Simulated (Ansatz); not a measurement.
The system is Al2Cu (Khatyrkite).

```
CELL_PARAMETERS angstrom
-3.03350 3.03350 2.43850
3.03350 -3.03350 2.43850
3.03350 3.03350 -2.43850
ATOMIC_POSITIONS crystal
Cu 0.25000 0.25000 0.00000
Cu 0.75000 0.75000 0.00000
Al 0.34190 0.15810 0.50000
Al 0.84190 0.34190 0.18380
Al 0.65810 0.84190 0.50000
Al 0.15810 0.65810 0.81620
```

Base run:

```yaml
Program: Ansatz 0.2.0
Functional: BLYP
Potentials_or_basis: Ansatz PAW
Cutoff: 420 eV
Density_cutoff: 1680 eV
k_mesh: 7 × 7 × 7
Occupations: fermi-dirac, width 0.05 eV
Spin: no spin polarisation
```

Its results: band gap on the k mesh none (metal or under the smearing width); pressure 3.9 GPa; largest force 0.084 eV/Å.

Question: The run is repeated on the same cell with these changes: functional from BLYP to r2SCAN; cutoff from 420 eV to 500 eV; density cutoff from 1680 eV to 2000 eV. What comes out?

Answer: Band gap on the k mesh none (metal or under the smearing width); pressure -3.9 GPa; largest force 0.087 eV/Å.

Caveats: the PAW data sets come from PBE, with cores solved anew for the run's functional, which leaves a small shift of forces and pressure; the potentials were made for another functional, which shifts forces and pressure (some runs).

Not every run made on this cell is shown here.
